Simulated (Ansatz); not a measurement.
# Rb (hP4 type): a single-point run

The task is a single-point run on Rb (hP4 type). The structure is shown as the input types it.

Program: Ansatz 0.2.0. Level of theory: DFT, PBE, PAW with Ansatz's default frozen-core files, scalar-relativistic. These are calculated values, not measurements.

## Step 1: The structure to begin with

It takes space group P6_3/mmc (No. 194, hexagonal). Conventional cell: a = 4.422 Å, b = 4.422 Å, c = 14.051 Å, α = 90.00°, β = 90.00°, γ = 120.00°. Rb (site symmetry -3m) has 12 Rb at 4.34 to 4.42 Å as nearest neighbours. Around Rb (site symmetry -6m2) lie 12 Rb at 4.34 to 4.42 Å.

As a file:

```cif
data_structure
_symmetry_space_group_name_H-M 'P 1'
_symmetry_Int_Tables_number 1
_cell_length_a 4.4219
_cell_length_b 4.4219
_cell_length_c 14.0507
_cell_angle_alpha 90.000
_cell_angle_beta 90.000
_cell_angle_gamma 120.000
_cell_volume 237.93
loop_
_atom_site_label
_atom_site_type_symbol
_atom_site_fract_x
_atom_site_fract_y
_atom_site_fract_z
_atom_site_occupancy
Rb1 Rb 0.00000 0.00000 0.00000 1
Rb2 Rb 0.00000 0.00000 0.50000 1
Rb3 Rb 0.33333 0.66667 0.25000 1
Rb4 Rb 0.66667 0.33333 0.75000 1
```

## Step 2: The calculation

The input, input.yaml:

```yaml
crystal:
  lattice:
    - [4.4219115804, 0.0, 0.0]
    - [-2.2109557902, 3.8294877619, 0.0]
    - [0.0, 0.0, 14.0506796827]
  atoms:
    - { symbol: Rb, position: [0.0, 0.0, 0.0] }
    - { symbol: Rb, position: [0.0, 0.0, 0.5] }
    - { symbol: Rb, position: [0.3333333333, 0.6666666667, 0.25] }
    - { symbol: Rb, position: [0.6666666667, 0.3333333333, 0.75] }
kpoints:
  mp_grid: { grid: [6, 6, 4] }
scf:
  occupations: { method: fermi_dirac, width: 0.05 }
  max_iter: 50
hamiltonian:
  xc: pbe
  pseudopotentials: { kind: paw }
output:
  forces: true
  stress: true
  eigenvalues: true
  populations: true
basis:
  ecutwfc: "520 ev"
```

Launch:

```console
> ansatz run input.yaml --threads 1 --pin off --max-ram 3072MiB --backend cpu --events-out ev --progress --plain --runs-dir out
```

What happens when this is run?

The program refused the input before any cycle. It says: «line 25 column 12: unknown unit factor `ev` — a unit is read by its exact case: `eV` is a unit here, `ev` is not»

The suspect setting: basis.ecutwfc is 520 ev. A slip in the unit of the value.

Remedy: delete basis.ecutwfc (the default then holds).
